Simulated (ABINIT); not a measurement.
# Sn (I4_1/amd) in ABINIT: reference runs

Aim: a first look at Sn with PBEsol, on the cell as given and on a disturbed one.

Everything below comes from runs of ABINIT 10.8.3 (patched build). Logs are shortened: lines on timing, memory, paths and dates and some standing lists are left out, and cuts for length are marked. The log counts tension as positive stress, the text compression.

**1. The crystal as given**

Symmetry: I4_1/amd, No. 141, tetragonal system. The conventional cell has a = 5.880 Å, b = 5.880 Å, c = 3.199 Å, α = 90.00°, β = 90.00°, γ = 90.00°. Around Sn (site symmetry -4m2) lie 6 Sn at 3.05 to 3.20 Å.

**2. Single point, PBEsol**

run.abi reads:

```
# Pseudopotentials
pp_dirpath "./"
pseudos "Sn.upf"

# Structure
acell 3*1.0
rprim
    -5.5560602284     5.5560602284     3.0222427496
     5.5560602284    -5.5560602284     3.0222427496
     5.5560602284     5.5560602284    -3.0222427496
ntypat 1
znucl 50
natom 2
typat 1 1
xred
     0.0000000000     0.0000000000     0.0000000000
     0.7500000000     0.2500000000     0.5000000000

# Plane-wave basis
ecut 36.0

# k points
kptopt 1
ngkpt 9 9 9
nshiftk 1
shiftk 0.0 0.0 0.0

# Exchange and correlation
ixc -116133

# Bands and occupations
nband 18
occopt 3
tsmear 0.05 eV

# SCF cycle
nstep 100
tolvrs 1.0e-10

# Output
iomode 3
prtwf 0
prteig 0
prtebands 0
enunit 1
prtden 1
prtvha 1
prtvclmb 1
prtpot 1
prtelf 1
```

Potentials or basis: PseudoDojo NC SR PBEsol v0.4.1 standard.

Launch:

```
$ abinit run.abi > log 2>&1
```

run.abo:

```text
.Version 10.8.3 of ABINIT
 Symmetries : space group I4_1/a m d (#141); Bravais tI (body-center tetrag.)
================================================================================
 Values of the parameters that define the memory need of the present run
     intxc =       0    ionmov =       0      iscf =       7    lmnmax =       6
     lnmax =       6     mgfft =      48  mpssoang =       3    mqgrid =    3001
     natom =       2  nloc_mem =       1    nspden =       1   nspinor =       1
    nsppol =       1      nsym =      16    n1xccc =    2501    ntypat =       1
    occopt =       3   xclevel =       2
       mpw =        3866          nfft =      110592          nkpt =          75
================================================================================
================================================================================

--------------------------------------------------------------------------------
------------- Echo of variables that govern the present computation ------------
--------------------------------------------------------------------------------
 -outvars: echo values of preprocessed input variables --------
            acell      1.0000000000E+00  1.0000000000E+00  1.0000000000E+00 Bohr
              amu      1.18710000E+02
             ecut      3.60000000E+01 Hartree
           enunit           1
                       outvar_i_n : Printing only first  50 k-points.
              ixc     -116133
                       outvar_i_n : Printing only first  50 k-points.
         kptrlatt        9    0    0      0    9    0      0    0    9
          kptrlen      5.44003695E+01
            natom           2
            nband          18
            ngfft          48      48      48
             nkpt          75
            nstep         100
             nsym          16
           ntypat           1
                       prtocc : prtvol=0, do not print more k-points.
           occopt           3
        prtebands           0
           prteig           0
           prtelf           1
           prtpot           1
         prtvclmb           1
           prtvha           1
            prtwf           0
            rprim     -5.5560602284E+00  5.5560602284E+00  3.0222427496E+00
                       5.5560602284E+00 -5.5560602284E+00  3.0222427496E+00
                       5.5560602284E+00  5.5560602284E+00 -3.0222427496E+00
          spgroup         141
           tolvrs      1.00000000E-10
           tsmear      1.83746611E-03 Hartree
            typat      1  1
                       outvars : Printing only first  50 k-points.
           xangst      0.0000000000E+00  0.0000000000E+00  0.0000000000E+00
                       7.1791307958E-17  2.9401404533E+00  7.9965099391E-01
            xcart      0.0000000000E+00  0.0000000000E+00  0.0000000000E+00
                       1.3566591026E-16  5.5560602284E+00  1.5111213748E+00
             xred      0.0000000000E+00  0.0000000000E+00  0.0000000000E+00
                       7.5000000000E-01  2.5000000000E-01  5.0000000000E-01
            znucl       50.00000

================================================================================

 chkinp: Checking input parameters for consistency.

================================================================================
== DATASET  1 ==================================================================

--- !DatasetInfo
iteration_state: {dtset: 1, }
dimensions: {natom: 2, nkpt: 75, mband: 18, nsppol: 1, nspinor: 1, nspden: 1, mpw: 3866, }
cutoff_energies: {ecut:  36.0, pawecutdg:  -1.0, }
electrons: {nelect:   2.80000000E+01, charge:   0.00000000E+00, occopt:   3.00000000E+00, tsmear:   1.83746611E-03, }
meta: {optdriver: 0, ionmov: 0, optcell: 0, iscf: 7, paral_kgb: 0, }
...

 Real(R)+Recip(G) space primitive vectors, cartesian coordinates (Bohr,Bohr^-1):
 R(1)= -5.5560602  5.5560602  3.0222427  G(1)=  0.0000000  0.0899918  0.1654401
 R(2)=  5.5560602 -5.5560602  3.0222427  G(2)=  0.0899918  0.0000000  0.1654401
 R(3)=  5.5560602  5.5560602 -3.0222427  G(3)=  0.0899918  0.0899918  0.0000000
 Unit cell volume ucvol=  3.7318418E+02 bohr^3
 Angles (23,13,12)=  9.74046863E+01  9.74046863E+01  1.37923144E+02 degrees

 getcut: wavevector=  0.0000  0.0000  0.0000  ngfft=  48  48  48
         ecut(hartree)=     36.000   => boxcut(ratio)=   2.11111

--- Pseudopotential description ------------------------------------------------
- pspini: atom type   1  psp file is ./Sn.upf
12 -116133 2 -1 1628                          pspcod,pspxc,lmax,lloc,mmax
     nproj     2     2     2

   1.81696805E+03                                ecore*ucvol(ha*bohr**3)
--------------------------------------------------------------------------------

================================================================================

--- !BeginCycle
iteration_state: {dtset: 1, }
solver: {iscf: 7, nstep: 100, nline: 4, wfoptalg: 0, }
tolerances: {tolvrs: 1.00E-10, }
...

     iter   Etot(hartree)      deltaE(h)  residm     vres2
 ETOT  1  -156.85212512233    -1.569E+02 6.909E-01 3.390E+00
 ETOT  2  -157.26075747873    -4.086E-01 9.925E-03 9.611E-01
 ETOT  3  -157.26084110817    -8.363E-05 1.639E-03 2.630E-01
 ETOT  4  -157.26089158229    -5.047E-05 3.317E-04 2.355E-03
 ETOT  5  -157.26089172528    -1.430E-07 4.059E-04 2.679E-05
 ETOT  6  -157.26089172960    -4.320E-09 4.846E-05 6.340E-07
 ETOT  7  -157.26089172969    -9.010E-11 8.094E-05 1.336E-08
 ETOT  8  -157.26089172970    -5.230E-12 1.720E-05 1.819E-10
 ETOT  9  -157.26089172970    -2.757E-12 4.072E-05 2.053E-12

 At SCF step    9       vres2   =  2.05E-12 < tolvrs=  1.00E-10 =>converged.

 Compute ELF
--------------------------------------------------------------------------------

 Compute kinetic energy density

 Compute gradient of the electron density
 Electron Localization Function (ELF) [min:0;max:1]
)     Maximum=    5.2865E-01  at reduced coord.    0.8750    0.6250    0.7500
)     Minimum=    5.1268E-08  at reduced coord.    0.0000    0.0000    0.0000
   Integrated=    1.0895E+02

--------------------------------------------------------------------------------
 End of ELF section

 Cartesian components of stress tensor (hartree/bohr^3)
  sigma(1 1)=  4.15033622E-05  sigma(3 2)=  0.00000000E+00
  sigma(2 2)=  4.15033622E-05  sigma(3 1)=  0.00000000E+00
  sigma(3 3)=  5.50037458E-05  sigma(2 1)=  0.00000000E+00

--- !ResultsGS
iteration_state: {dtset: 1, }
comment   : Summary of ground state results
lattice_vectors:
- [ -5.5560602,   5.5560602,   3.0222427, ]
- [  5.5560602,  -5.5560602,   3.0222427, ]
- [  5.5560602,   5.5560602,  -3.0222427, ]
lattice_lengths: [   8.41864,    8.41864,    8.41864, ]
lattice_angles: [ 97.405,  97.405, 137.923, ] # degrees, (23, 13, 12)
lattice_volume:   3.7318418E+02
convergence: {deltae: -2.757E-12, res2:  2.053E-12, residm:  4.072E-05, diffor: null, }
etotal    :  -1.57260892E+02
entropy   :   0.00000000E+00
fermie    :   2.15921625E-01
cartesian_stress_tensor: # hartree/bohr^3
- [  4.15033622E-05,   0.00000000E+00,   0.00000000E+00, ]
- [  0.00000000E+00,   4.15033622E-05,   0.00000000E+00, ]
- [  0.00000000E+00,   0.00000000E+00,   5.50037458E-05, ]
pressure_GPa:  -1.3535E+00
xred      :
- [  0.0000E+00,   0.0000E+00,   0.0000E+00, Sn]
- [  7.5000E-01,   2.5000E-01,   5.0000E-01, Sn]
cartesian_forces: # hartree/bohr
- [ -2.83964130E-31,  -4.25946195E-31,  -2.61018380E-31, ]
- [  2.83964130E-31,   4.25946195E-31,   2.61018380E-31, ]
force_length_stats: {min:   5.74627169E-31, max:   5.74627169E-31, mean:   5.74627169E-31, }
...

 Integrated electronic density in atomic spheres:
 ------------------------------------------------
 Atom  Sphere_radius  Integrated_density
    1        2.00000         10.52936860
    2        2.00000         10.52936860
================================================================================

 ----iterations are completed or convergence reached----

 Mean square residual over all n,k,spin=   75.891E-09; max=  40.718E-06
 reduced coordinates (array xred) for    2 atoms
       0.000000000000      0.000000000000      0.000000000000
       0.750000000000      0.250000000000      0.500000000000
 rms dE/dt=  2.8805E-30; max dE/dt=  0.0000E+00; dE/dt below (all hartree)
    1       0.000000000000      0.000000000000      0.000000000000
    2      -0.000000000000      0.000000000000     -0.000000000000

 cartesian coordinates (angstrom) at end:
    1      0.00000000000000     0.00000000000000     0.00000000000000
    2      0.00000000000000     2.94014045327917     0.79965099391008

 cartesian forces (hartree/bohr) at end:
    1     -0.00000000000000    -0.00000000000000    -0.00000000000000
    2      0.00000000000000     0.00000000000000     0.00000000000000
 frms,max,avg= 3.3176115E-31 4.2594620E-31   0.000E+00  0.000E+00  0.000E+00 h/b

 cartesian forces (eV/Angstrom) at end:
    1     -0.00000000000000    -0.00000000000000    -0.00000000000000
    2      0.00000000000000     0.00000000000000     0.00000000000000
 frms,max,avg= 1.7059844E-29 2.1903034E-29   0.000E+00  0.000E+00  0.000E+00 e/A
 length scales=  1.000000000000  1.000000000000  1.000000000000 bohr
              =  0.529177210544  0.529177210544  0.529177210544 angstroms
 Fermi (or HOMO) energy (eV) =   5.87553   Average Vxc (eV)= -10.60518
 Eigenvalues (   eV  ) for nkpt=  75  k points:
 kpt#   1, nband= 18, wtk=  0.00137, kpt=  0.0000  0.0000  0.0000 (reduced coord)
 -15.70128  -15.61738  -15.58105  -15.56487  -15.42379  -15.42379  -15.41350  -15.41350
 -15.33551  -15.23064   -5.14043    2.13904    3.94229    3.94229    8.84235   12.00986
  12.00986   12.60951
 prteigrs : prtvol=0 or 1, do not print more k-points.

--- !EnergyTerms
iteration_state     : {dtset: 1, }
comment             : Components of total free energy in Hartree
kinetic             :  9.37539211348631E+01
hartree             :  3.45681097060164E+01
xc                  : -4.36227884466942E+01
Ewald energy        : -9.80376589484370E+01
psp_core            :  4.86882389006889E+00
local_psp           : -1.04454302794847E+02
non_local_psp       : -4.43367229786668E+01
internal            : -1.57260618437697E+02
'-kT*entropy'       : -2.73292003013208E-04
total_energy        : -1.57260891729700E+02
total_energy_eV     : -4.27928686624425E+03
band_energy         : -1.09717856007721E+01
...

 Cartesian components of stress tensor (hartree/bohr^3)
  sigma(1 1)=  4.15033622E-05  sigma(3 2)=  0.00000000E+00
  sigma(2 2)=  4.15033622E-05  sigma(3 1)=  0.00000000E+00
  sigma(3 3)=  5.50037458E-05  sigma(2 1)=  0.00000000E+00

-Cartesian components of stress tensor (GPa)         [Pressure= -1.3535E+00 GPa]
- sigma(1 1)=  1.22107107E+00  sigma(3 2)=  0.00000000E+00
- sigma(2 2)=  1.22107107E+00  sigma(3 1)=  0.00000000E+00
- sigma(3 3)=  1.61826607E+00  sigma(2 1)=  0.00000000E+00

== END DATASET(S) ==============================================================
================================================================================

 -outvars: echo values of variables after computation  --------
            acell      1.0000000000E+00  1.0000000000E+00  1.0000000000E+00 Bohr
           etotal     -1.5726089173E+02
            fcart     -2.8396413026E-31 -4.2594619539E-31 -2.6101837959E-31
                       2.8396413026E-31  4.2594619539E-31  2.6101837959E-31
            rprim     -5.5560602284E+00  5.5560602284E+00  3.0222427496E+00
                       5.5560602284E+00 -5.5560602284E+00  3.0222427496E+00
                       5.5560602284E+00  5.5560602284E+00 -3.0222427496E+00
           strten      4.1503362158E-05  4.1503362158E-05  5.5003745802E-05
                       0.0000000000E+00  0.0000000000E+00  0.0000000000E+00
           xangst      0.0000000000E+00  0.0000000000E+00  0.0000000000E+00
                       7.1791307958E-17  2.9401404533E+00  7.9965099391E-01
             xred      0.0000000000E+00  0.0000000000E+00  0.0000000000E+00
                       7.5000000000E-01  2.5000000000E-01  5.0000000000E-01
 Calculation completed.
```

It took 2.4 min on 1 thread of Arm Neoverse V2, shared host; peak memory 0.16 GiB.

Results:

```
Free energy                                           : -4279.2869 eV
Pressure                                              : -1.4 GPa
Band gap on the k mesh                                : none (metal or under the smearing width)
Valence electrons inside the program's atomic spheres : Sn 10.53 (radii [1.0584] Å)
```

Levels at points of the mesh, in eV from the Fermi level:
```
           k point  band 10  band 11  band 12  band 13  band 14  band 15  band 16  band 17  band 18
(0.00, 0.00, 0.00)   -21.11   -11.02    -3.74    -1.93    -1.93     2.97     6.13     6.13     6.73
```

**3. Single point, PBEsol (atoms moved at random, drawn with an rms of 0.05 Å)**

run.abi: that of step 2 with these lines changed.

```diff
@@ -14,8 +14,11 @@
 typat 1 1
-xred
-     0.0000000000     0.0000000000     0.0000000000
-     0.7500000000     0.2500000000     0.5000000000
+xcart
+    -0.1338899394    -0.0028224786     0.0442395894
+    -0.0309694797     5.5770843604     1.4947770860
+chkprim 0
+chksymtnons 0
+tolsym 1.0e-6
 
 # Plane-wave basis
-ecut 36.0
+ecut 979.609905 eV
 
@@ -44,3 +47,2 @@
 prtebands 0
-enunit 1
 prtden 1
```

Potentials or basis: PseudoDojo NC SR PBEsol v0.4.1 standard.

Launch:

```
$ abinit run.abi > log 2>&1
```

run.abo:

```text
.Version 10.8.3 of ABINIT
 Symmetries : space group P-1 (#  2); Bravais aP (primitive triclinic)
================================================================================
 Values of the parameters that define the memory need of the present run
     intxc =       0    ionmov =       0      iscf =       7    lmnmax =       6
     lnmax =       6     mgfft =      48  mpssoang =       3    mqgrid =    3001
     natom =       2  nloc_mem =       1    nspden =       1   nspinor =       1
    nsppol =       1      nsym =       2    n1xccc =    2501    ntypat =       1
    occopt =       3   xclevel =       2
       mpw =        3866          nfft =      110592          nkpt =         365
================================================================================
================================================================================

--------------------------------------------------------------------------------
------------- Echo of variables that govern the present computation ------------
--------------------------------------------------------------------------------
 -outvars: echo values of preprocessed input variables --------
            acell      1.0000000000E+00  1.0000000000E+00  1.0000000000E+00 Bohr
              amu      1.18710000E+02
          chkprim           0
      chksymtnons           0
             ecut      3.60000000E+01 Hartree
                       outvar_i_n : Printing only first  50 k-points.
              ixc     -116133
                       outvar_i_n : Printing only first  50 k-points.
         kptrlatt        9    0    0      0    9    0      0    0    9
          kptrlen      5.44003695E+01
            natom           2
            nband          18
            ngfft          48      48      48
             nkpt         365
            nstep         100
             nsym           2
           ntypat           1
                       prtocc : prtvol=0, do not print more k-points.
           occopt           3
        prtebands           0
           prteig           0
           prtelf           1
           prtpot           1
         prtvclmb           1
           prtvha           1
            prtwf           0
            rprim     -5.5560602284E+00  5.5560602284E+00  3.0222427496E+00
                       5.5560602284E+00 -5.5560602284E+00  3.0222427496E+00
[... 136 lines left out ...]
    2     -0.01638834287964     2.95126594480504     0.79100196875457

 cartesian forces (hartree/bohr) at end:
    1      0.00339690993165     0.00087857197192    -0.00012231705549
    2     -0.00339690993165    -0.00087857197192     0.00012231705549
 frms,max,avg= 2.0269721E-03 3.3969099E-03   0.000E+00  0.000E+00  0.000E+00 h/b

 cartesian forces (eV/Angstrom) at end:
    1      0.17467613183487     0.04517798725369    -0.00628979588531
    2     -0.17467613183487    -0.04517798725369     0.00628979588531
 frms,max,avg= 1.0423109E-01 1.7467613E-01   0.000E+00  0.000E+00  0.000E+00 e/A
 length scales=  1.000000000000  1.000000000000  1.000000000000 bohr
              =  0.529177210544  0.529177210544  0.529177210544 angstroms
 Fermi (or HOMO) energy (hartree) =   0.21579   Average Vxc (hartree)=  -0.38971
 Eigenvalues (hartree) for nkpt= 365  k points:
 kpt#   1, nband= 18, wtk=  0.00137, kpt=  0.0000  0.0000  0.0000 (reduced coord)
  -0.57712   -0.57400   -0.57265   -0.57208   -0.56702   -0.56668   -0.56667   -0.56630
  -0.56360   -0.55971   -0.18906    0.07867    0.14453    0.14529    0.32445    0.44068
   0.44266    0.46328
      occupation numbers for kpt#   1
   2.00000    2.00000    2.00000    2.00000    2.00000    2.00000    2.00000    2.00000
   2.00000    2.00000    2.00000    2.00000    2.00000    2.00000    0.00000    0.00000
   0.00000    0.00000
 prteigrs : prtvol=0 or 1, do not print more k-points.

--- !EnergyTerms
iteration_state     : {dtset: 1, }
comment             : Components of total free energy in Hartree
kinetic             :  9.37542544168642E+01
hartree             :  3.45847926574228E+01
xc                  : -4.36230796734248E+01
Ewald energy        : -9.80194381290037E+01
psp_core            :  4.86882389006889E+00
local_psp           : -1.04489533957544E+02
non_local_psp       : -4.43362524695026E+01
internal            : -1.57260433265119E+02
'-kT*entropy'       : -2.66024336581905E-04
total_energy        : -1.57260699289456E+02
total_energy_eV     : -4.27928162967845E+03
band_energy         : -1.09732427076927E+01
...

 Cartesian components of stress tensor (hartree/bohr^3)
  sigma(1 1)=  4.32775331E-05  sigma(3 2)=  2.36430310E-06
  sigma(2 2)=  3.33753346E-05  sigma(3 1)= -1.01769471E-05
  sigma(3 3)=  5.60308274E-05  sigma(2 1)=  7.84339911E-07

-Cartesian components of stress tensor (GPa)         [Pressure= -1.3012E+00 GPa]
- sigma(1 1)=  1.27326898E+00  sigma(3 2)=  6.95601989E-02
- sigma(2 2)=  9.81936246E-01  sigma(3 1)= -2.99416121E-01
- sigma(3 3)=  1.64848386E+00  sigma(2 1)=  2.30760769E-02

== END DATASET(S) ==============================================================
================================================================================

 -outvars: echo values of variables after computation  --------
            acell      1.0000000000E+00  1.0000000000E+00  1.0000000000E+00 Bohr
           etotal     -1.5726069929E+02
            fcart      3.3969099317E-03  8.7857197192E-04 -1.2231705549E-04
                      -3.3969099317E-03 -8.7857197192E-04  1.2231705549E-04
            rprim     -5.5560602284E+00  5.5560602284E+00  3.0222427496E+00
                       5.5560602284E+00 -5.5560602284E+00  3.0222427496E+00
                       5.5560602284E+00  5.5560602284E+00 -3.0222427496E+00
           strten      4.3277533077E-05  3.3375334628E-05  5.6030827413E-05
                       2.3643031040E-06 -1.0176947087E-05  7.8433991142E-07
           xangst     -7.0851504652E-02 -1.4935913524E-03  2.3410582514E-02
                      -1.6388342880E-02  2.9512659448E+00  7.9100196875E-01
             xred      7.0650000048E-03 -4.7299999963E-03 -1.2303000002E-02
                       7.4918800001E-01  2.4450900000E-01  4.9910500001E-01
 Calculation completed.
```

It took 13 min on 1 thread of Arm Neoverse V2, shared host; peak memory 0.48 GiB.

Results:

- Free energy: -4279.2816 eV
- Pressure: -1.3 GPa
- Largest force: 0.181 eV/Å
- Band gap on the k mesh: none (metal or under the smearing width)
- Valence electrons inside the program's atomic spheres: Sn 10.54 (radii [1.0584] Å)

Forces on the atoms (eV/Å):
```
Sn   0.175  0.045 -0.006
Sn  -0.175 -0.045  0.006
```
